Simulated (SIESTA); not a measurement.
Pb under changes of volume

One of the cells (40.672 Å³/atom); the others are scaled copies at fixed shape and fractional positions:

```
Pb
1.0
     0.00000    3.43900    3.43900
     3.43900    0.00000    3.43900
     3.43900    3.43900    0.00000
Pb
2
Direct
  0.25000 0.25000 0.25000
  0.00000 0.00000 0.00000
```

This isn't the form of Pb at room conditions, which is fcc.

| Quantity | Value |
| --- | --- |
| Program | SIESTA 5.4.2 |
| Functional | LDA |
| Potentials or basis | PseudoDojo 0.4 standard (LDA files) |
| Basis | DZP (energy shift 0.003 Ry; two zetas on semicore shells) |
| Grid cutoff | 500 Ry |
| Energy shift | 0.003 Ry |
| k mesh | 7 × 7 × 7 |
| Occupations | fermi-dirac, width 0.05 eV |
| Spin | no spin polarisation |

| volume (Å³/atom) | energy over the lowest point (meV/atom) | pressure (GPa) |
| --- | --- | --- |
| 38.232 | ? | ? |
| 39.045 | 3.40 | 1.1 |
| 39.859 | 0.00 | 0.3 |
| 40.672 | 0.30 | -0.4 |
| 41.486 | 3.92 | -1.0 |
| 42.299 | 10.40 | -1.5 |
| 43.112 | 19.46 | -2.0 |

Q: What does the run at 38.232 Å³/atom give?

A: Energy over the lowest point 10.98 meV/atom; pressure 2.0 GPa.

Worked out: A Birch-Murnaghan fit of order 3 (a polynomial in V^(-2/3)) to the other rows has its minimum at 40.19 Å³/atom with B0 = V·E''(V) = 34 GPa and B' = 5.1. It gives 11.01 meV/atom at 38.232 Å³/atom, against the run's 10.98, and -dE/dV = 1.9 GPa, against 2.0.

Energies are extrapolated to zero smearing.

Caveats: the basis of atomic orbitals isn't converged, which shifts pressures, moduli and gaps.
